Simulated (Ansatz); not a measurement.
# SnO2: energy along a strain

SnO2, Fm-3m, a = 5.143 Å. This isn't the usual stable structure of the compound. Ansatz: PBE, PAW, 420 eV, Γ-centred 16×16×16 mesh on 3 atoms, Gaussian smearing 0.15 eV; no spin polarisation. Cell vectors (Å): 0.000 2.572 2.572; 2.572 0.000 2.572; 2.572 2.572 0.000. The cell is strained by x per cent times the pattern (0 0 1 0 0 0) in the order xx yy zz yz xz xy (engineering shears), with fractional coordinates held. y is the free energy over the start, V0 = 11.338 Å³/atom.

```
x (%) y (meV/atom)
-2.00             ?
-1.00          1.69
 0.00          0.00
 0.50          0.42
 1.50          3.64
 2.00          6.40
```

Fit y = c2 x² + c3 x³ to the other rows, get the stiffness along the pattern, and predict the missing energy.

Least squares on the rows shown. y = 1.662 x² − 0.03069 x³. The clamped-ion stiffness p·C·p = 2 × 16.62 eV × 160.2 / 11.338 Å³ = 470 GPa, which is C33 in these axes (C11 of the cubic crystal). At x = -2.00 the fit asked for gives 6.89 meV/atom. The run gave 6.89 meV/atom, the same to the digits shown. The form still works here, 33 % of the fitted range beyond its end.

Cost: 6 runs of about 0.99 core-minutes in all, on Intel Xeon Platinum 8259CL (Skylake/Cascade Lake) (shared hosts).